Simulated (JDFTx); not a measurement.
The system is W.

```
CELL_PARAMETERS angstrom
-1.58234 1.58234 1.58234
1.58234 -1.58234 1.58234
1.58234 1.58234 -1.58234
ATOMIC_POSITIONS crystal
W 0.00000 0.00000 0.00000
```

Base run:

| Property | Result |
| --- | --- |
| Program | JDFTx 1.7.0 (patched build) |
| Functional | LDA |
| Potentials or basis | PseudoDojo-SR-LDA-0.4.1-standard with smoothed tails |
| Cutoff | 952 eV |
| Density cutoff | 3810 eV |
| k mesh | 12 × 12 × 12 |
| Occupations | fermi-dirac, width 0.05 eV |
| Spin | no spin polarisation |

Its results: band gap on the k mesh none (metal or under the smearing width); pressure -9.8 GPa.

Problem. The run is repeated on the same cell with these changes: functional from LDA to PBEsol; potentials or basis from PseudoDojo-SR-LDA-0.4.1-standard with smoothed tails to PseudoDojo-SR-PBEsol-0.4.1-standard with smoothed tails; cutoff from 952 eV to 1007 eV; density cutoff from 3810 eV to 4027 eV. What comes out?

Solution. Band gap on the k mesh none (metal or under the smearing width); pressure -2.8 GPa.

Caveats: the empty levels aren't tightly converged (some runs).

Not every run made on this cell is shown here.
